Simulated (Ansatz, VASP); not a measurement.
Al in VASP and in Ansatz

```xyz
1
Lattice="-1.5609 1.7307 1.6175 1.5609 -1.7307 1.6175 1.5043 1.6741 -1.6175" Properties=species:S:1:pos:R:3 pbc="T T T"
Al    0.0000    0.0000    0.0000
```

Change from the starting cell: engineering shear strain xy -0.0350, strain +e along x and -e along y -0.0525.

Alike in both runs: task single point; functional PBE; k mesh 20 × 20 × 20; occupations gaussian, width 0.15 eV; no spin polarisation.

```csv
,VASP,Ansatz
version,VASP 6.6.1,Ansatz 0.2.0
potentials or method,"VASP PAW PBE potentials, release 64 (Al)","scalar-relativistic, plane waves, PAW"
plane-wave cutoff (eV),520,420
valence electrons in the cell,3,3
```

Ansatz gave:

- gap on the k mesh at the Fermi level (eV): none
- pressure (GPa): 0.2
- largest component of the traceless stress (GPa): 1.77

Q: Which values does VASP return?

A: gap on the k mesh at the Fermi level (eV): none; pressure (GPa): 0.2; largest component of the traceless stress (GPa): 1.78.

A gap of «none» marks a metal or a gap that the smearing closes.
